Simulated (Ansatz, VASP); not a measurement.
**Sb: VASP beside Ansatz**

```
CELL_PARAMETERS angstrom
3.32251 0.00000 0.00000
-1.66126 2.87738 0.00000
0.00000 0.00000 5.46774
ATOMIC_POSITIONS crystal
Sb 0.33333 0.66667 0.25000
Sb 0.66667 0.33333 0.75000
```

This isn't the form of Sb at room conditions, which is rhombohedral.

Alike in both runs: task single point; functional PBEsol; k mesh 12 × 12 × 6; occupations gaussian, width 0.15 eV; no spin polarisation.

|  | VASP | Ansatz |
| --- | --- | --- |
| version | VASP 6.6.1 | Ansatz 0.2.0 |
| potentials or method | VASP PAW PBE potentials, release 64 (Sb) | scalar-relativistic, plane waves, PAW |
| plane-wave cutoff (eV) | 520 | 420 |
| valence electrons in the cell | 10 | 30 |

```tsv
	VASP	Ansatz	Ansatz less VASP
gap on the k mesh at the Fermi level (eV)	none	none	-
pressure (GPa)	0.1	0.1	0.00
largest component of the traceless stress (GPa)	0.32	0.33	+0.013
```

A gap of «none» marks a metal or a gap that the smearing closes. The two sets of potentials don't hold the same shells in valence.

Caveats: the PAW data sets were made with another functional, which shifts forces and pressure a little (VASP). The runs have no spin-orbit coupling, so splittings on Sb are missing.
